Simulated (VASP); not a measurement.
# PbF2 (Imm2) in VASP: notebook, part 2 of 2

VASP 6.6.1. The steps go on from the part before.

### 3 Single point, LDA (atom 2 (F) moved by (-0.100, +0.000) A along x and y)

File INCAR:

```
SYSTEM = PbF2
ALGO = Normal
EDIFF = 1E-7
ENCUT = 520
ISIF = 2
ISMEAR = 0
LASPH = .TRUE.
LCHARG = .FALSE.
LREAL = .FALSE.
LWAVE = .FALSE.
NBANDS = 21
NELM = 100
PREC = Accurate
SIGMA = 0.05
```

File KPOINTS:

```
k-points
0
G
  8 8 8
  0 0 0
```

File POSCAR:

```
PbF2
1.0
    0.0000000000      2.9698500000      2.9698500000
    2.9698500000      0.0000000000      2.9698500000
    2.9698500000      2.9698500000      0.0000000000
Pb F
1 2
Direct
    0.0000000000      0.0000000000      0.0000000000
    0.2668358671      0.2331641329      0.2331641329
    0.7500000000      0.7500000000      0.7500000000
```

Potentials or basis: VASP PAW LDA potentials, release 64 (Pb_d, F).

Started as:

```sh
$ cat potpaw_LDA.64/Pb_d/POTCAR potpaw_LDA.64/F/POTCAR > POTCAR
$ mpirun -np 1 vasp_std > vasp.out
```

OUTCAR:

```text
SYSTEM = PbF2
   EDIFF = 1E-7
   ENCUT = 520
   ISIF = 2
   ISMEAR = 0
   LASPH = .TRUE.
   LREAL = .FALSE.
   NELM = 100
   PREC = Accurate

 ion  position               nearest neighbor table
   1  0.000  0.000  0.000-   2 2.52   2 2.52   3 2.57   3 2.57   3 2.57   3 2.57   2 2.63   2 2.63

   2  0.267  0.233  0.233-   1 2.52   1 2.52   1 2.63   1 2.63
   3  0.750  0.750  0.750-   1 2.57   1 2.57   1 2.57   1 2.57

  LATTYP: Found a face centered cubic cell.
 ALAT       =     5.9397000000

  Lattice vectors:

 A1 = (   0.0000000000,   2.9698500000,   2.9698500000)
 A2 = (   2.9698500000,   0.0000000000,   2.9698500000)
 A3 = (   2.9698500000,   2.9698500000,   0.0000000000)

Analysis of symmetry for initial positions (statically):
=====================================================================
 Subroutine PRICEL returns:
 Original cell was already a primitive cell.

 Routine SETGRP: Setting up the symmetry group for a
 face centered cubic supercell.

 Subroutine GETGRP returns: Found  4 space group operations
 (whereof  4 operations were pure point group operations)
 out of a pool of 48 trial point group operations.

The static configuration has the point symmetry C_2v.

Analysis of symmetry for dynamics (positions and initial velocities):
=====================================================================
 Subroutine PRICEL returns:
 Original cell was already a primitive cell.

 Routine SETGRP: Setting up the symmetry group for a
 face centered cubic supercell.

 Subroutine GETGRP returns: Found  4 space group operations
 (whereof  4 operations were pure point group operations)
 out of a pool of 48 trial point group operations.

The dynamic configuration has the point symmetry C_2v.

 Subroutine INISYM returns: Found  4 space group operations
 (whereof  4 operations are pure point group operations),
 and found     1 'primitive' translations

----------------------------------------------------------------------------------------

[... 113 lines left out ...]
     AMIX     =   0.40;   BMIX     =  1.00
     AMIX_MAG =   1.60;   BMIX_MAG =  1.00
  volume/ion in A,a.u.               =      17.46       117.84
  Fermi-wavevector in a.u.,A,eV,Ry     =   1.328566  2.510625 24.015460  1.765086
  Thomas-Fermi vector in A             =   2.457794
   LORBIT       =      0    0 simple, 1 ext, 2 COOP (PROOUT), +10 PAW based schemes
   GGA     = CA    functional components
   LHFCALC =     F    Hartree Fock is set to
   AEXX    =    0.0000 exact exchange contribution
   IVDW    =     0    specifies the selected vdW correction
   LEPSILON=     F    determine dielectric tensor
   LRPA    =     F    only Hartree local field effects (RPA)
 non-spin polarized calculation
 Gauss-broadening in eV      SIGMA  =   0.05
  energy-cutoff  :      520.00
  volume of cell :       52.39
 maximum number of plane-waves:      1424
   NGX = 15   NGY = 15   NGZ = 15

 number of electron      28.0000010 magnetization

 Free energy of the ion-electron system (eV)
  ---------------------------------------------------
  ext. energy  EPLUGINS =         0.00000000
  ---------------------------------------------------
  free energy    TOTEN  =       -15.89599555 eV

  energy without entropy =      -15.89599555  energy(sigma->0) =      -15.89599555

 E-fermi :   1.7300     XC(G=0): -10.0328

 val. band max:        1.4937305913   @ k =   0.5000   0.0000   0.0000
 cond. band min:       5.6400482264   @ k =   0.5000   0.5000   0.0000
 fundamental gap:      4.1463176352
 Fermi energy:         1.7299651297

 k-point     1 :       0.0000    0.0000    0.0000
  band No.  band energies     occupation
      1     -19.2342      2.00000
      2     -18.5684      2.00000
      3     -12.9038      2.00000
      4     -12.8967      2.00000
      5     -12.8963      2.00000
      6     -12.8285      2.00000
[... 565 lines left out ...]
     20      15.7686      0.00000
     21      16.7378      0.00000

 [... further k-points ...]

------------------------ aborting loop because EDIFF is reached ----------------------------------------

  FORCE on cell =-STRESS in cart. coord.  units (eV):
  Direction    XX          YY          ZZ          XY          YZ          ZX
  --------------------------------------------------------------------------------------
  -------------------------------------------------------------------------------------
  Total       -1.5429980     -1.5762764     -1.5762764      0.0000000      0.1923661      0.0000000
  in kB      -47.1891769    -48.2069246    -48.2069246      0.0000000      5.8830898      0.0000000
  external PRESSURE =     -47.8676754 kB  Pullay stress =       0.0000000 kB

 VOLUME and BASIS-vectors are now :
 -----------------------------------------------------------------------------
  energy-cutoff  :      520.00
  volume of cell :       52.39
      direct lattice vectors                 reciprocal lattice vectors
     0.000000000  2.969850000  2.969850000    -0.168358671  0.168358671  0.168358671
     2.969850000  0.000000000  2.969850000     0.168358671 -0.168358671  0.168358671
     2.969850000  2.969850000  0.000000000     0.168358671  0.168358671 -0.168358671

 POSITION                                       TOTAL-FORCE (eV/Angst)
 -----------------------------------------------------------------------------------
      0.00000      0.00000      0.00000        -0.045626     -0.000000     -0.000000
      1.38493      1.48493      1.48493         0.212307      0.000000      0.000000
      4.45477      4.45477      4.45477        -0.166681     -0.000000     -0.000000
 -----------------------------------------------------------------------------------
    total drift:                                0.000140      0.000000      0.000000

  FREE ENERGIE OF THE ION-ELECTRON SYSTEM (eV)
  ---------------------------------------------------
  free  energy   TOTEN  =       -15.8959955474 eV

  energy  without entropy=      -15.8959955474  energy(sigma->0) =      -15.89599555
```

OSZICAR:

```text
N       E                     dE             d eps       ncg     rms          rms(c)
DAV:   1     0.295391045092E+03    0.29539E+03   -0.14692E+04  4034   0.152E+03
DAV:   2     0.929882124883E+01   -0.28609E+03   -0.26884E+03  4273   0.423E+02
DAV:   3    -0.169511265229E+02   -0.26250E+02   -0.25954E+02  4768   0.138E+02
DAV:   4    -0.177024220007E+02   -0.75130E+00   -0.75081E+00  4568   0.245E+01
DAV:   5    -0.177286019099E+02   -0.26180E-01   -0.26178E-01  5209   0.480E+00    0.753E+00
DAV:   6    -0.159719633033E+02    0.17566E+01   -0.81868E+00  5399   0.226E+01    0.271E+00
DAV:   7    -0.159306804705E+02    0.41283E-01   -0.43824E-01  4268   0.407E+00    0.147E+00
DAV:   8    -0.158987837126E+02    0.31897E-01   -0.10896E-01  4738   0.331E+00    0.510E-01
DAV:   9    -0.158957272891E+02    0.30564E-02   -0.17156E-02  5125   0.956E-01    0.917E-02
DAV:  10    -0.158960327725E+02   -0.30548E-03   -0.79377E-04  4418   0.309E-01    0.341E-02
DAV:  11    -0.158959948560E+02    0.37916E-04   -0.87661E-05  4871   0.915E-02    0.112E-02
DAV:  12    -0.158959958054E+02   -0.94933E-06   -0.28916E-05  4911   0.550E-02    0.561E-03
DAV:  13    -0.158959955359E+02    0.26942E-06   -0.38965E-06  4582   0.208E-02    0.149E-03
DAV:  14    -0.158959955474E+02   -0.11496E-07   -0.23262E-07  4467   0.417E-03
   1 F= -.15895996E+02 E0= -.15895996E+02  d E =-.225514E-13
```

stdout:

```text
POSCAR found type information on POSCAR PbF
 POSCAR found :  2 types and       3 ions
 scaLAPACK will be used
 LDA part: xc-table for (Slater(with rela. corr.)+CA(PZ))
 , standard interpolation
 POSCAR, INCAR and KPOINTS ok, starting setup
 FFT: planning ... GRIDC
 FFT: planning ... GRID_SOFT
 FFT: planning ... GRID
 WAVECAR not read
 entering main loop
```

It took 37 s on 1 thread of Intel Xeon 6975P-C (Granite Rapids), shared host; peak memory 0.21 GiB.

What came out:

| Property | Result |
| --- | --- |
| Free energy | -15.8960 eV |
| Pressure | -4.8 GPa |
| Largest force | 0.212 eV/Å |
| Band gap on the k mesh | 4.15 eV, indirect (least direct gap 4.35 eV) |

Forces in eV/Å, atoms in the order of the input:
```
Pb  -0.046  0.000  0.000
F    0.212  0.000  0.000
F   -0.167  0.000  0.000
```

Stress tensor (GPa, compression positive):
```
-4.72  0.00  0.00
 0.00 -4.82  0.59
 0.00  0.59 -4.82
```

Caveat: spin-orbit coupling is left out, which as a rule narrows the gap of such compounds by several tenths of an eV.

### 4 Single point, LDA (atom 2 (F) moved by (-0.200, -0.100) A along x and y)

File INCAR:

```
PREC     = Accurate       # precision mode
ENCUT    = 520            # plane-wave cutoff, eV
EDIFF    = 1E-6           # SCF threshold, eV
ISMEAR   = 0              # smearing method
SIGMA    = 0.05           # smearing width, eV
LREAL    = False          # projectors in reciprocal space
LASPH    = True           # aspherical terms in the spheres
NELM     = 100            # most SCF steps
ALGO     = Fast           # electronic algorithm
ISIF     = 2              # what is computed and relaxed
LWAVE    = False          # write WAVECAR
LCHARG   = False          # write CHGCAR
GGA      = CA             # functional
NBANDS   = 21             # bands
```

File KPOINTS:

```
regular mesh
0
Gamma
  8 8 8
```

Edit POSCAR of step 3 so:

```diff
@@ -9,3 +9,3 @@
     0.0000000000      0.0000000000      0.0000000000
-    0.2668358671      0.2331641329      0.2331641329
+    0.2668358671      0.2331641329      0.1994923986
     0.7500000000      0.7500000000      0.7500000000
```

Started as:

```sh
$ cat potpaw_LDA.64/Pb_d/POTCAR potpaw_LDA.64/F/POTCAR > POTCAR
$ mpirun -np 1 vasp_std > vasp.out
```

It took 2 min on 1 thread of Intel Xeon 6975P-C (Granite Rapids), shared host; peak memory 0.35 GiB.

It converged, with:

- Free energy: -15.8522 eV
- Pressure: -4.2 GPa
- Largest force: 0.513 eV/Å
- Band gap on the k mesh: 3.93 eV, indirect (least direct gap 4.23 eV)

Forces in eV/Å, atoms in the order of the input:
```
Pb  -0.110 -0.064 -0.063
F    0.449  0.229  0.094
F   -0.339 -0.165 -0.032
```

Stress tensor (GPa, compression positive):
```
-3.97  0.29  0.69
 0.29 -4.26  1.30
 0.69  1.30 -4.34
```

Levels at points of the mesh, in eV from the valence-band top:
```
           k point  band 11  band 12  band 13  band 14  band 15  band 16  band 17  band 18
(0.00, 0.00, 0.00)    -2.70    -2.37    -2.14    -2.07     6.11     6.30     6.76     9.96
(0.50, 0.00, 0.00)    -2.70    -2.44    -2.19    -0.17     4.59     6.78     7.76    12.47
(0.00, 0.50, 0.00)    -2.66    -2.47    -2.27    -0.34     4.48     6.80     7.83    12.55
(0.00, 0.00, 0.50)    -2.67    -2.55    -2.39    -0.50     4.41     6.94     7.71    12.59
(0.50, 0.50, 0.50)    -2.82    -2.35    -2.17     0.00     4.75     6.94     7.50    12.52
(0.50, 0.50, 0.00)    -1.89    -1.75    -1.74    -0.29     3.93     7.40     7.53     8.40
(0.00, 0.50, 0.50)    -1.82    -1.76    -1.73    -0.43     3.97     7.23     7.79     8.29
(0.50, 0.00, 0.50)    -1.88    -1.75    -1.73    -0.33     3.94     7.32     7.64     8.37
```

Caveat: spin-orbit coupling is left out, which as a rule narrows the gap of such compounds by several tenths of an eV. A k mesh can miss the band edges.

### 5 Overview

```tsv
cell	gap on the mesh (eV)	pressure (GPa)	largest force (eV/Å)
atom 2 (F) moved by (-0.200, +0.000) A along x and y	4.03	-4.4	0.44
atom 2 (F) moved by (-0.100, +0.000) A along x and y	4.15	-4.8	0.21
atom 2 (F) moved by (-0.200, -0.100) A along x and y	3.93	-4.2	0.51
```

Alike in all rows: task single point; level LDA; potentials or basis VASP PAW LDA potentials, release 64 (Pb_d, F); no spin polarisation; k mesh 8 × 8 × 8; cutoff (eV) 520; smearing gaussian 0.05 eV.

Caveats: spin-orbit coupling is left out, which as a rule narrows the gap of such compounds by several tenths of an eV.

Total energies depend on the potentials used, so only differences within one code and one set of settings carry meaning.
